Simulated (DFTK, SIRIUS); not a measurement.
Given: the input of a run of DFTK 0.8.2 on C. Atoms were shifted at random by some hundredths of an Å from the given cell, which wasn't relaxed again for these runs. 

File run.jl:

```julia
using DFTK
using PseudoPotentialData
using Unitful, UnitfulAtomic
using LinearAlgebra, Printf
include("save.jl")
disable_threading()

# lattice vectors are the columns
lattice = austrip(1u"Å") * [  2.4561701622  -1.2280850811            0.0;
                      0.0   2.1271057565            0.0;
                      0.0            0.0     8.52380336]
symbols   = [:C, :C]
positions = [[0.656297, 0.334722, -0.000597],
             [0.324104, 0.662744, -0.001004]]
pseudopotentials = PseudoFamily("dojo.nc.sr.pbesol.v0_4_1.standard.upf")
elements = Dict(s => ElementPsp(s, pseudopotentials) for s in unique(symbols))
atoms    = [elements[s] for s in symbols]

build_model(lattice, positions; symmetries=true) =
    model_DFT(lattice, atoms, positions;
              functionals=PBEsol(),
              temperature=austrip(0.05u"eV"),
              smearing=Smearing.FermiDirac(),
              symmetries)
Ecut  = 41.0  # hartree
kgrid = [12, 12, 3]
tol   = 1e-6
to_GPa = ustrip(uconvert(u"GPa", 1u"hartree/bohr^3"))

model = build_model(lattice, positions)
basis = PlaneWaveBasis(model; Ecut, kgrid)
display(basis)
scfres = self_consistent_field(basis;
                               tol,
                               nbandsalg=AdaptiveBands(model; n_bands_converge=9))
display(scfres.energies)
@printf "Fermi level: %.6f eV\n" ustrip(auconvert(u"eV", something(scfres.εF, NaN)))
forces = compute_forces_cart(scfres)
println("Forces (eV/Å)")
for (s, f) in zip(symbols, forces)
    @printf "%-3s %12.6f %12.6f %12.6f\n" s ustrip.(auconvert.(u"eV/Å", f))...
end
stress = compute_stresses_cart(scfres)
println("Stress (GPa)")
display(round.(stress * to_GPa; digits=4))
println("Levels at the first k-point (eV): ", round.(ustrip.(auconvert.(u"eV", scfres.eigenvalues[1][1:scfres.n_bands_converge])); digits=4))
save_scf!(scfres; forces, stress)
```

Potentials or basis: dojo.nc.sr.pbesol.v0_4_1.standard.upf (PBEsol).

Run with:

```bash
$ julia --threads=1 run.jl  # save.jl only writes the numbers to a file and isn't shown; printed stress counts tension as positive; times include loading and compiling
```

What does the same run look like in SIRIUS 7.10.0? Potentials or basis there: PseudoDojo 0.4.1 PBEsol standard (scalar relativistic), cutoff 1127 eV.

As run (cutoffs and basis follow the program's own potentials, and thresholds, step limits or extra output files can differ):

sirius.json

```json
{
  "control": {
    "processing_unit": "cpu",
    "verbosity": 2,
    "num_bands_to_print": 10,
    "print_forces": true,
    "print_stress": true
  },
  "parameters": {
    "electronic_structure_method": "pseudopotential",
    "xc_functionals": ["XC_GGA_X_PBE_SOL", "XC_GGA_C_PBE_SOL"],
    "gk_cutoff": 9.1,
    "pw_cutoff": 18.2,
    "ngridk": [12, 12, 3],
    "shiftk": [0, 0, 0],
    "smearing": "fermi_dirac",
    "smearing_width": 0.0018374661,
    "num_bands": 10,
    "num_mag_dims": 0,
    "num_dft_iter": 100,
    "energy_tol": 1e-08,
    "density_tol": 1e-06
  },
  "iterative_solver": {
    "type": "davidson",
    "min_tolerance": 1e-09,
    "tolerance_scale": [0.1, 0.25]
  },
  "mixer": {
    "type": "anderson",
    "beta": 0.7,
    "max_history": 8
  },
  "settings": {
    "tol_ne": 1e-10,
    "pseudo_grid_cutoff": 6.5
  },
  "unit_cell": {
    "lattice_vectors": [
      [4.641488922036, 0.0, 0.0],
      [-2.320744461018, 4.0196473179, 0.0],
      [0.0, 0.0, 16.107653890565]
    ],
    "atom_coordinate_units": "lattice",
    "atom_types": ["C"],
    "atom_files": {
      "C": "C.json"
    },
    "atoms": {
      "C": [
        [0.656297, 0.334722, -0.000597],
        [0.324104, 0.662744, -0.001004]
      ]
    }
  }
}
```

Potentials or basis: PseudoDojo 0.4.1 PBEsol standard (scalar relativistic).

Run with:

```console
$ upf_to_json C.upf
$ OMP_NUM_THREADS=1 sirius.scf --input=sirius.json --output=out.json --task=0
```

Both were run:

|  | DFTK | SIRIUS |
| --- | --- | --- |
| Largest force | 0.714 eV/Å | 0.714 eV/Å |
| Energy over the undisturbed cell | 2.4 meV/atom | 2.4 meV/atom |
